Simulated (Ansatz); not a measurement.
Structure types of Ru at a series of pressures

All-electron LAPW in Ansatz 0.2.0 under PBE, scalar-relativistic, energies extrapolated to zero smearing, no spin–orbit coupling; spin polarisation is left out. At each pressure a set of structure types was relaxed with symmetry kept. The table gives H = E + pV above the lowest type of that row in meV/atom (up to 5 of noise); a dash means not tried or turned into another type. Real phases may be missing from the set: fcc wasn't tried throughout, and may lie lower. k spacings are near 0.17 to 0.21 Å⁻¹, smearing 0.05 to 0.1 eV.

Task: Among hcp, bcc, beta tin, simple hexagonal, diamond, omega, which leads at -0.3, 44, 48, 93, 250, 420, 930, 1700 GPa?

Result: hcp at -0.3 GPa; hcp at 44 GPa; hcp at 48 GPa; hcp at 93 GPa; hcp at 250 GPa; hcp at 420 GPa; hcp at 930 GPa; hcp at 1700 GPa.

```
p (GPa)  V of the lowest (Å³/atom)  hcp   bcc  beta tin  simple hexagonal  diamond  omega
   -0.3                      13.78    0   626         –               850        –    258
     44                      12.35    0   726      1290                 –     2666    331
     48                      12.26    0   733      1318                 –     2780    337
     93                      11.39    0   799      1586              1346     3936      –
    250                       9.68    0   960      2239              1823     7009      –
    420                       8.67    0  1053      2720              2170     9559      –
    930                       7.08    0  1189         –              2810        –    815
   1700                       5.93    0  1260      4635              3521        –   1012
```
